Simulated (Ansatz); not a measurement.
BaTe (rocksalt) (r2SCAN geometry), in Ansatz:

```cif
data_structure
_symmetry_space_group_name_H-M 'P 1'
_symmetry_Int_Tables_number 1
_cell_length_a 4.9955
_cell_length_b 4.9955
_cell_length_c 4.9955
_cell_angle_alpha 60.000
_cell_angle_beta 60.000
_cell_angle_gamma 60.000
_cell_volume 88.15
loop_
_atom_site_label
_atom_site_type_symbol
_atom_site_fract_x
_atom_site_fract_y
_atom_site_fract_z
_atom_site_occupancy
Ba1 Ba 0.00000 0.00000 0.00000 1
Te1 Te 0.50000 0.50000 0.50000 1
```

G0W0@PBE with 331 empty bands, a screening cutoff of 140 eV and a 4×4×4 mesh (PAW, contour deformation) gives 2.674 eV over the mesh points, from a PBE gap of 1.650 eV; it sums over 344 bands with 331 plane waves in the screening and a wave cutoff of 420 eV. The G0W0 figures hold for the stated bands, cutoff and mesh and aren't extrapolated. Spin-unpolarised throughout; all numbers are computed.

**Question.** Estimate the gap with starting point LDA.

**Answer.** 2.587 eV (-0.087 eV), from a Kohn-Sham gap of 1.527 eV.

**Question.** Estimate the gap with mesh 6×6×6, empty bands 143, screening cutoff 80 eV.

**Answer.** 2.568 eV (-0.106 eV), from a Kohn-Sham gap of 1.655 eV.

**Question.** Estimate the gap with starting point r2SCAN.

**Answer.** 2.895 eV (+0.221 eV), from a Kohn-Sham gap of 2.000 eV.

**Question.** Estimate the gap with potentials of the kind norm-conserving.

**Answer.** 2.657 eV (-0.017 eV), from a Kohn-Sham gap of 1.652 eV.

Spin-orbit coupling is left out, which matters wherever the heavy atoms make up the band edges.
